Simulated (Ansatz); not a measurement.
A (001) slab of TiSe2 (P-3m1 (No. 164)), 6 planes, outer planes Se (top) and Se (bottom), with 6 atoms (Ti2Se4) in a surface cell of A = 10.234 Å², as cut from the bulk:

```
CELL_PARAMETERS angstrom
3.43766 0.00000 0.00000
-1.71883 2.97710 0.00000
0.00000 0.00000 23.88268
ATOMIC_POSITIONS crystal
Se 0.66667 0.33333 0.31404
Ti 0.00000 0.00000 0.37845
Se 0.33333 0.66667 0.44287
Se 0.66667 0.33333 0.55713
Ti 0.00000 0.00000 0.62155
Se 0.33333 0.66667 0.68596
```

Level of theory: DFT LDA, scalar-relativistic, plane waves, PAW in Ansatz. Cutoff 420 eV; k points 12×12×1 on the computed 6-atom cell (Γ-centred); Gaussian smearing, width 0.10 eV; no spin polarisation. The cell repeats along c with a dipole correction in the vacuum.

Against the same 6 atoms in the bulk, the slab as cut lies 0.215 eV higher and the relaxed slab 0.214 eV higher.

**Question.** Work out the surface energy before and after relaxation.

**Answer.** The slab has two faces, so γ = (E_slab − N·E_bulk)/(2A), the mean of both. As cut: 0.215/(2 × 10.234) = 0.0105 eV/Å², and 1 eV/Å² = 16.02 J/m², so γ = 0.17 J/m². Relaxed: 0.214/(2 × 10.234) = 0.0105 eV/Å² = 0.17 J/m². Relaxation recovers 0.5 % of the cost of cutting.

**Question.** What is the ideal work of this cut, per area?

**Answer.** Griffith's ideal work is 2γ: 0.34 J/m² if the new faces stay rigid, 0.33 J/m² if they relax. One thickness was run, 6 planes, so γ can still shift with it.

The bulk is built of layers, whose weak binding this functional, without a dispersion correction, describes poorly; a cut between them costs what that binding gives, so this γ is rough.